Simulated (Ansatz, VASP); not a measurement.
**Two plane-wave programs on Pb**

```
CELL_PARAMETERS angstrom
0.00000 2.45841 2.45841
2.45841 0.00000 2.45841
2.45841 2.45841 0.00000
ATOMIC_POSITIONS crystal
Pb 0.00000 0.00000 0.00000
```

Alike in both runs: task single point; functional LDA; k mesh 9 × 9 × 9; occupations fermi-dirac, width 0.05 eV; no spin polarisation.

|  | VASP | Ansatz |
| --- | --- | --- |
| version | VASP 6.6.1 | Ansatz 0.2.0 |
| potentials or method | VASP PAW LDA potentials, release 64 (Pb_d) | Ansatz PAW |
| plane-wave cutoff (eV) | 520 | 420 |
| valence electrons in the cell | 14 | 14 |

|  | VASP | Ansatz | Ansatz less VASP |
| --- | --- | --- | --- |
| gap on the k mesh at the Fermi level (eV) | none | none | - |
| pressure (GPa) | -1.1 | -1.3 | -0.15 |

A gap of «none» marks a metal or a gap that the smearing closes.

Caveats: the PAW data sets come from PBE, with cores solved anew for the run's functional, which leaves a small shift of forces and pressure (Ansatz). Spin-orbit coupling is left out, which matters for the levels of Pb.
